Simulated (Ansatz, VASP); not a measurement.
# Cross-check of In3GaAs4 (random alloy of the zinc-blende GaAs-InAs line, x = 0.75) between VASP and Ansatz, part 2 of 2

One calculation is typed for both programs; each brings its own data sets. How far apart do they land? Of the first pair: The structure shown is the start of the Ansatz relaxation below; VASP solves that cell, so the two are compared at the walk's first step.

VASP 6.6.1 and Ansatz 0.2.0.

So far: Starting point; Ansatz: relaxation, PBE.

### Step 3. VASP: single point, PBE, start cell, pair 1

Level of this step: PBE; plane waves and PAW (Ga_d, As, In_d) (VASP).

The same cell, functional, mesh and smearing now go to VASP, with its own data sets.

Lines of VASP's logs that name or quote its potential files are left out, and so is its time.

INCAR

```
SYSTEM = In3GaAs4
PREC = Accurate
ENCUT = 400
EDIFF = 1E-06
NELM = 120
ISMEAR = -1
SIGMA = 0.025
LREAL = Auto
ALGO = Normal
GGA = PE
NBANDS = 336
LORBIT = 11
LWAVE = .FALSE.
LCHARG = .FALSE.
ISIF = 2
LASPH = .TRUE.
GGA_COMPAT = .FALSE.
NCORE = 2
```

POSCAR

```
In3GaAs4
1.0
   12.1600000000      0.0000000000      0.0000000000
    0.0000000000     12.1600000000      0.0000000000
    0.0000000000      0.0000000000     12.1600000000
Ga As In
8 32 24
Direct
    0.0026726974      0.9989884868      0.9991282895
    0.2500740132      0.2509621711      0.9981907895
    0.0014802632      0.9988815789      0.4998026316
    0.2481578947      0.0003865132      0.7527302632
    0.9996628289      0.7509621711      0.2513815789
    0.2503289474      0.5001973684      0.7488980263
    0.5008717105      0.5002302632      0.0001315789
    0.4994901316      0.7460032895      0.2517105263
    0.1232401316      0.1264226974      0.1212088816
    0.1245888158      0.3774013158      0.3716118421
    0.3731907895      0.1247203947      0.3735608553
    0.3768832237      0.3764802632      0.1258305921
    0.1234621711      0.1245559211      0.6258717105
    0.1236101974      0.3738980263      0.8749835526
    0.3762171053      0.1246792763      0.8735361842
    0.3739473684      0.3753125000      0.6284539474
    0.1244161184      0.6231167763      0.1244325658
    0.1265296053      0.8754687500      0.3764638158
    0.3745065789      0.6257976974      0.3748766447
    0.3726973684      0.8726233553      0.1241694079
    0.1216694079      0.6244983553      0.6263569079
    0.1246710526      0.8753125000      0.8756661184
    0.3756167763      0.6251973684      0.8768585526
    0.3739473684      0.8756990132      0.6251315789
    0.6261513158      0.1242598684      0.1270065789
    0.6252796053      0.3762171053      0.3734292763
    0.8755180921      0.1263898026      0.3735937500
    0.8723437500      0.3768421053      0.1256661184
    0.6282401316      0.1219407895      0.6270312500
    0.6264226974      0.3747039474      0.8740131579
    0.8739720395      0.1258634868      0.8731167763
    0.8748273026      0.3764309211      0.6262335526
    0.6260197368      0.6253782895      0.1261184211
    0.6286019737      0.8757319079      0.3748437500
    0.8731496711      0.6241529605      0.3733634868
    0.8747121711      0.8766200658      0.1253536184
    0.6264802632      0.6291611842      0.6245888158
    0.6245312500      0.8761184211      0.8744736842
    0.8771299342      0.6248190789      0.8739802632
    0.8748766447      0.8769078947      0.6256085526
    0.0028700658      0.2487500000      0.2505180921
    0.2494736842      0.9993667763      0.2518585526
    0.9988569079      0.2493503289      0.7488733553
    0.2487664474      0.2527796053      0.5000822368
    0.0001973684      0.5010197368      0.0004934211
    0.2487582237      0.5020559211      0.2508388158
    0.2518585526      0.7525000000      0.0035937500
    0.0002631579      0.5014391447      0.5005180921
    0.0003782895      0.7512500000      0.7496299342
    0.2519736842      0.7502960526      0.4993832237
    0.4994325658      0.0000740132      0.9989802632
    0.5006578947      0.2509786184      0.2481990132
    0.7495559211      0.0000493421      0.2477384868
    0.7505838816      0.2478371711      0.9999424342
    0.4999588816      0.9987335526      0.5020888158
    0.5026809211      0.2505592105      0.7480263158
    0.7479769737      0.0009128289      0.7512993421
    0.7513240132      0.2500822368      0.4996875000
    0.7497779605      0.4998026316      0.2500328947
    0.7504111842      0.7495065789      0.0008059211
    0.5036019737      0.4968832237      0.4989391447
    0.5000740132      0.7496299342      0.7521875000
    0.7479111842      0.5005180921      0.7508305921
    0.7509292763      0.7504029605      0.5004605263
```

KPOINTS

```
Automatic mesh
0
Gamma
1 1 1
0 0 0
```

PAW data sets: Ga_d, As and In_d (PBE family, release 64).

On the command line:

```
$ mpirun -np 8 vasp_gam
```

Numbers of over 12 decimals in the logs are rounded to 6 here.

The log of the run:

```text
[banner, memory and clock lines left out]
running    8 mpi-ranks, on    1 nodes
[...]
LDA part: xc-table for (Slater+PW92), standard interpolation
 POSCAR, INCAR and KPOINTS ok, starting setup
[...]
entering main loop
       N       E                     dE             d eps       ncg     rms          rms(c)
DAV:   1     0.863851357886E+04    0.86385E+04   -0.21168E+05   712   0.200E+03
DAV:   2     0.198142547998E+04   -0.66571E+04   -0.64948E+04   672   0.603E+02
DAV:   3     0.774298991281E+02   -0.19040E+04   -0.17970E+04   792   0.265E+02
DAV:   4    -0.225452407561E+03   -0.30288E+03   -0.28231E+03   808   0.983E+01
[...]
DAV:  15    -0.244243838372E+03   -0.59248E-05   -0.83448E-05   888   0.506E-02    0.102E-02
DAV:  16    -0.244243845784E+03   -0.74113E-05   -0.70514E-05   816   0.216E-02    0.986E-03
DAV:  17    -0.244243845762E+03    0.21420E-07   -0.30281E-06   520   0.141E-02
   1 F= -.24424385E+03 E0= -.24419753E+03  d E =-.926324E-01
```

Parts of OUTCAR (step 3):

```text
  Total       14.9582637     15.4061983     15.4900895      1.0934898      1.5174061     -0.6432084
  in kB       13.3287997     13.7279390     13.8026916      0.9743715      1.3521089     -0.5731411
  external PRESSURE =      13.6198101 kB  Pullay stress =       0.0000000 kB

 POSITION                                       TOTAL-FORCE (eV/Angst)
 -----------------------------------------------------------------------------------
      0.03250     12.14770     12.14940        -0.223789      0.101102     -0.008590
      3.04090      3.05170     12.13800         0.092038     -0.012721      0.026753
      0.01800     12.14640      6.07760        -0.114532      0.094974      0.039717
      3.01760      0.00470      9.15320         0.078763      0.002205     -0.120967
     12.15590      9.13170      3.05680         0.004374     -0.060922     -0.070868
      3.04400      6.08240      9.10660        -0.100602      0.025008      0.244334
      6.09060      6.08280      0.00160         0.032609     -0.040350      0.020110
      6.07380      9.07140      3.06080         0.115860      0.244271     -0.066304
      1.49860      1.53730      1.47390         0.325555     -0.207528     -0.830572
      1.51500      4.58920      4.51880        -0.015861     -0.079740      0.379853
      4.53800      1.51660      4.54250         0.264149      0.203780      0.246946
      4.58290      4.57800      1.53010        -0.239015      0.066965     -1.168757
      1.50130      1.51460      7.61060         0.181673     -0.979861     -0.182952
      1.50310      4.54660     10.63980         1.118053      0.129392     -0.056456
[...]
-----------------------------------------------------------------------------------
    total drift:                                0.023302     -0.084734     -0.000205

  FREE ENERGIE OF THE ION-ELECTRON SYSTEM (eV)
  ---------------------------------------------------
  free  energy   TOTEN  =      -244.2438457621 eV

  energy  without entropy=     -244.1512133218  energy(sigma->0) =     -244.19752954

[... 2 further parts left out ...]
```

The k-mesh is coarse for a metal.

The run ends at a pressure of 1.36 GPa, with forces up to 1.4 eV/Å.

### Step 4. Side by side

Known differences besides the potentials themselves: the data sets hold 896 valence electrons in Ansatz (on its default PAW (the set named soft_2) files) and 576 in VASP; the cutoff is 420 eV in Ansatz and 400 eV in VASP (PREC = Accurate, projectors in real space). Total energies have different zeros and are not compared.

Forces on 8 of the 64 atoms, those with the largest forces and the largest differences (eV/Å; atoms numbered as in POSCAR):

| atom | Ansatz x, y, z | VASP x, y, z |
| --- | --- | --- |
| As12 | -0.231, 0.070, -1.165 | -0.239, 0.067, -1.169 |
| As17 | -0.471, 0.897, 0.562 | -0.467, 0.916, 0.564 |
| As18 | -1.257, -0.096, -0.035 | -1.265, -0.097, -0.045 |
| As20 | 0.984, -0.026, 0.930 | 0.989, -0.020, 0.934 |
| As33 | -1.195, -0.020, -0.088 | -1.207, -0.022, -0.101 |
| As34 | -0.899, -0.547, -0.480 | -0.905, -0.543, -0.478 |
| As36 | 1.208, -0.137, -0.148 | 1.211, -0.156, -0.152 |
| As38 | 0.067, -0.167, 0.187 | 0.074, -0.181, 0.195 |

The forces differ by 5.1 meV/Å r.m.s., which is 1.3 % of the r.m.s. force of 0.396 eV/Å (both taken over all components).

### Step 5. Ansatz: relaxation, PBE

This run makes the geometry at which the two programs are then compared. The cell compared in this pair holds 1823.89 Å³, against 1798.05 Å³ for the pair before.

The structure compared here is the end of the Ansatz relaxation.

This is the run of step 2 again, met here at its other cell.

### Step 6. VASP: single point, PBE, relaxed cell, pair 2

The same cell, functional, mesh and smearing now go to VASP, with its own data sets.

INCAR, as its differences from that of step 3:

```diff
@@ -2,3 +2,3 @@
 PREC = Accurate
-ENCUT = 400
+ENCUT = 500
 EDIFF = 1E-06
```

POSCAR

```
In3GaAs4
1.0
   12.2441990000      0.0035370000     -0.0234800000
    0.0035370000     12.2063750000      0.0082940000
   -0.0234800000      0.0082940000     12.2034860000
Ga As In
8 32 24
Direct
    0.0059900000      0.0008800000      0.9999800000
    0.2500600000      0.2496600000      0.9949600000
    0.0022400000      0.9965500000      0.4994900000
    0.2454900000      0.0016100000      0.7522700000
    0.0003400000      0.7548600000      0.2497700000
    0.2524100000      0.4974700000      0.7548200000
    0.4945300000      0.4988600000      0.0000300000
    0.4996300000      0.7472500000      0.2474500000
    0.1280000000      0.1267100000      0.1113700000
    0.1269700000      0.3752800000      0.3733500000
    0.3730100000      0.1262100000      0.3737700000
    0.3719400000      0.3738800000      0.1111200000
    0.1242700000      0.1113300000      0.6238400000
    0.1365800000      0.3751400000      0.8748800000
    0.3613400000      0.1242400000      0.8744200000
    0.3679000000      0.3822500000      0.6301300000
    0.1187300000      0.6343900000      0.1316400000
    0.1139400000      0.8750700000      0.3750800000
    0.3792400000      0.6333400000      0.3689500000
    0.3798000000      0.8687700000      0.1313100000
    0.1339600000      0.6186700000      0.6342200000
    0.1268800000      0.8867400000      0.8763900000
    0.3728200000      0.6140700000      0.8766500000
    0.3661700000      0.8822500000      0.6341800000
    0.6260900000      0.1235700000      0.1256600000
    0.6252900000      0.3755000000      0.3752100000
    0.8829300000      0.1178000000      0.3814500000
    0.8756400000      0.3761000000      0.1257600000
    0.6230400000      0.1262000000      0.6275700000
    0.6176000000      0.3813300000      0.8827000000
    0.8825800000      0.1197000000      0.8827700000
    0.8769300000      0.3750400000      0.6275700000
    0.6101900000      0.6247500000      0.1226500000
    0.6176000000      0.8688000000      0.3665500000
    0.8823900000      0.6324300000      0.3666900000
    0.8897300000      0.8764100000      0.1227900000
    0.6260500000      0.6288800000      0.6240800000
    0.6252200000      0.8755600000      0.8751200000
    0.8763300000      0.6273700000      0.8754000000
    0.8816400000      0.8801700000      0.6179500000
    0.0030100000      0.2453700000      0.2480300000
    0.2463800000      0.9982900000      0.2481600000
    0.0057600000      0.2458400000      0.7517500000
    0.2479400000      0.2478500000      0.5040000000
    0.0044600000      0.5002600000      0.0002800000
    0.2522500000      0.5019300000      0.2458000000
    0.2500300000      0.7500800000      0.0002600000
    0.0028300000      0.5023400000      0.5005000000
    0.0048900000      0.7531900000      0.7502500000
    0.2483900000      0.7517800000      0.5013900000
    0.4960600000      0.9998900000      0.9998200000
    0.4979000000      0.2521400000      0.2461400000
    0.7550200000      0.9953600000      0.2498800000
    0.7504700000      0.2498600000      0.9999600000
    0.4976900000      0.9974900000      0.5005600000
    0.4943200000      0.2517100000      0.7541100000
    0.7545100000      0.0000400000      0.7503600000
    0.7526300000      0.2476400000      0.5008700000
    0.7476700000      0.5045700000      0.2477100000
    0.7502300000      0.7501200000      0.0047500000
    0.4982700000      0.5024400000      0.4999000000
    0.4956200000      0.7485400000      0.7525400000
    0.7482200000      0.5000900000      0.7525900000
    0.7524300000      0.7522100000      0.4948200000
```

KPOINTS is that of step 3.

On the command line:

```
$ mpirun -np 8 vasp_gam
```

The log of the run:

```text
[... set-up lines as in an earlier step ...]
 entering main loop
       N       E                     dE             d eps       ncg     rms          rms(c)
DAV:   1     0.941068601400E+04    0.94107E+04   -0.24012E+05   704   0.228E+03
DAV:   2     0.226122902634E+04   -0.71495E+04   -0.69671E+04   672   0.685E+02
DAV:   3     0.142173817059E+03   -0.21191E+04   -0.20122E+04   784   0.289E+02
DAV:   4    -0.217299216718E+03   -0.35947E+03   -0.33162E+03   800   0.109E+02
[...]
DAV:  15    -0.246465961396E+03   -0.96453E-05   -0.79488E-05   880   0.333E-02    0.126E-02
DAV:  16    -0.246465962971E+03   -0.15745E-05   -0.16496E-05   632   0.146E-02    0.949E-03
DAV:  17    -0.246465963386E+03   -0.41538E-06   -0.51493E-06   520   0.110E-02
   1 F= -.24646596E+03 E0= -.24642119E+03  d E =-.895419E-01
```

Parts of OUTCAR (step 6):

```text
  Total        0.9628361      0.9454247      0.8530274     -0.0509976     -0.0088977     -0.0351489
  in kB        0.8457925      0.8304976      0.7493322     -0.0447983     -0.0078161     -0.0308762
  external PRESSURE =       0.8085408 kB  Pullay stress =       0.0000000 kB

 POSITION                                       TOTAL-FORCE (eV/Angst)
 -----------------------------------------------------------------------------------
      0.04987      0.01906     12.20311        -0.004646     -0.013039     -0.003340
      3.03931      3.05658     12.13818        -0.003727     -0.006316     -0.004949
      0.01922     12.16841      6.10373         0.001561     -0.004321      0.001248
      2.98817      0.02676      9.17457        -0.004362     -0.006213     -0.007608
      0.00097      9.21618      3.05432        -0.001619      0.003895     -0.002572
      3.07459      6.07946      9.20963        -0.001305     -0.003941     -0.009028
      6.05689      6.09102     -0.00711         0.006697      0.005059     -0.000543
      6.11440      9.12503      3.01422        -0.000235     -0.008651     -0.003292
      1.56509      1.54805      1.35715        -0.005933      0.002257      0.005318
      1.54721      4.58435      4.55630        -0.003037      0.006375      0.009143
      4.55888      1.54499      4.55359         0.007362      0.001051      0.008329
      4.55282      4.56596      1.35042         0.003046      0.004362      0.004051
      1.50733      1.36455      7.61103         0.005530      0.010384      0.005817
      1.65310      4.58684     10.67649         0.002375      0.000591      0.006478
[...]
-----------------------------------------------------------------------------------
    total drift:                               -0.005939      0.013573      0.042737

  FREE ENERGIE OF THE ION-ELECTRON SYSTEM (eV)
  ---------------------------------------------------
  free  energy   TOTEN  =      -246.4659633861 eV

  energy  without entropy=     -246.3764214771  energy(sigma->0) =     -246.42119243

[... 1 part as in an earlier step ...]

[... 1 further part left out ...]
```

The run ends at a pressure of 0.08 GPa, with forces up to 0.016 eV/Å.

### Step 7. Differences

What differs besides the data sets and the points named for the pairs above, as far as they apply: the data sets hold 896 valence electrons in Ansatz (on its default PAW (the set named soft_2) files) and 576 in VASP; the cutoff is 420 eV in Ansatz and 500 eV in VASP (PREC = Accurate, projectors in real space). Total energies have different zeros and are not compared.

The two programs side by side:

| quantity | Ansatz | VASP | difference |
| --- | --- | --- | --- |
| pressure (GPa) | 0.01 | 0.08 | -0.07 |

The largest component of a force difference here is 9 meV/Å.

### Step 8. What came out

```
r.m.s. force difference (single point, PBE, start cell, pair 1)  : 1.3 % of the r.m.s. force
difference in pressure (single point, PBE, relaxed cell, pair 2) : -0.073 GPa
```

What this shows: The r.m.s. force difference is 1.3 % of the r.m.s. force (single point, PBE, start cell, pair 1), within the 3 % picked in this series as the mark of a large difference. The data sets hold unlike numbers of valence electrons (896 in Ansatz and 576 in VASP), so part of the differences may come from the potentials. How closely two codes agree says nothing of how well the functional describes the real material.

[Lines on the potential files, build, host, timing and source positions are cut from VASP's logs without a mark.]

[Logs are printed without paths, hosts, clocks, repeated set-up lines and the standing remarks that a program may print on its own settings, such as how far it seeks lower states.]

[Hosts, paths, dates, database ids (printed as entryN), source tags and the programs' standing remarks are cut or masked in the printed files.]
